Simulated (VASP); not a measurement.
```yaml
crystal:
  lattice:
    - [0.00000, 2.50209, 2.50209]
    - [2.50209, 0.00000, 2.50209]
    - [2.50209, 2.50209, 0.00000]
  atoms:
    - { symbol: In, position: [0.00000, 0.00000, 0.00000] }
    - { symbol: N, position: [0.25000, 0.25000, 0.25000] }
```

Level of theory: r2SCAN meta-GGA, VASP's PBE PAW potentials (set 64) (plane waves; VASP). Settings: 520 eV cut-off, 14×14×14 Γ-centred mesh, tetrahedra with Blöchl corrections, potentials In_d N.

Unless said otherwise, spin-orbit coupling is left out, though it shifts the bands of the heavy elements here.

**Question.** Tabulate the total density of states (states/eV per cell) against energy (eV; zero at the valence-band maximum or, without a gap, the Fermi level).

**Answer.** 
```
E (eV) | DOS (states/eV)
    -9.98 |  0.00
    -9.38 |  0.00
    -8.90 |  0.00
    -8.30 |  0.00
    -7.70 |  0.00
    -7.22 |  0.00
    -6.62 |  0.00
    -6.02 |  0.00
    -5.54 | #### 0.43
    -4.94 | ############################## 3.32
    -4.34 | ##### 0.52
    -3.86 | ### 0.32
    -3.26 | ######## 0.88
    -2.66 | ########## 1.08
    -2.18 | ############### 1.61
    -1.58 | ############### 1.64
    -0.98 | ################ 1.76
    -0.50 | ####### 0.79
     0.10 |  0.00
     0.70 |  0.01
     1.18 |  0.03
     1.78 | # 0.08
     2.38 | # 0.14
     2.86 | ## 0.22
     3.46 | ##### 0.56
```
Within 2 eV below the Fermi level the largest weight inside VASP's projection spheres is N p, then In p.

The compound is InN in the zinc blende structure, a metastable form; wurtzite is the usual one. It was relaxed first.
